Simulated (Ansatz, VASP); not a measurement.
Given: the input of a run of VASP 6.6.1 on Nb.

Contents of INCAR:

```
ALGO     = Normal         # electronic algorithm
EDIFF    = 1E-7           # SCF threshold, eV
ENCUT    = 520            # plane-wave cutoff, eV
GGA      = PE             # functional
ISIF     = 2              # what is computed and relaxed
ISMEAR   = -1             # smearing method
LASPH    = True           # aspherical terms in the spheres
LCHARG   = False          # write CHGCAR
LREAL    = False          # projectors in reciprocal space
LWAVE    = False          # write WAVECAR
NBANDS   = 12             # bands
NELM     = 60             # most SCF steps
PREC     = Accurate       # precision mode
SIGMA    = 0.05           # smearing width, eV
```

The input KPOINTS:

```
k-points
0
Gamma
  11 11 11
```

File POSCAR:

```
Nb
1.0
    0.0000000000      2.0718246199      2.0718246199
    2.0718246199      0.0000000000      2.0718246199
    2.0718246199      2.0718246199      0.0000000000
Nb
1
Direct
    0.0000000000      0.0000000000      0.0000000000
```

Potentials or basis: VASP PAW PBE potentials, release 64 (Nb_sv).

Command:

```console
$ cat potpaw_PBE.64/Nb_sv/POTCAR > POTCAR
$ mpirun -np 1 vasp_std > vasp.out
```

Task: Translate it to Ansatz 0.2.0. Potentials there: Ansatz PAW.

Result: As run (the cutoff follows the program's own potentials):

File input.yaml:

```yaml
crystal:
  lattice:
    - [0.0, 2.0718246199, 2.0718246199]
    - [2.0718246199, 0.0, 2.0718246199]
    - [2.0718246199, 2.0718246199, 0.0]
  atoms:
    - { symbol: Nb, position: [0.0, 0.0, 0.0] }
hamiltonian:
  xc: pbe
  pseudopotentials: { kind: paw }
kpoints:
  mp_grid: { grid: [11, 11, 11] }
scf:
  occupations: { method: fermi_dirac, width: 0.05 }
output:
  forces: true
  stress: true
  eigenvalues: true
```

Potentials or basis: Ansatz PAW.

Command:

```sh
$ ansatz run input.yaml --threads 1 --pin off --max-ram 3584MiB --backend cpu --events-out ev --progress --plain --runs-dir out
```

Both were run:

|  | VASP | Ansatz | Ansatz less VASP |
| --- | --- | --- | --- |
| gap on the k mesh at the Fermi level (eV) | none | none | - |
| pressure (GPa) | 8.8 | 9.2 | +0.35 |

A gap of «none» marks a metal or a gap that the smearing closes. With one functional, cell and mesh, what is left measures potentials, basis and numerics.
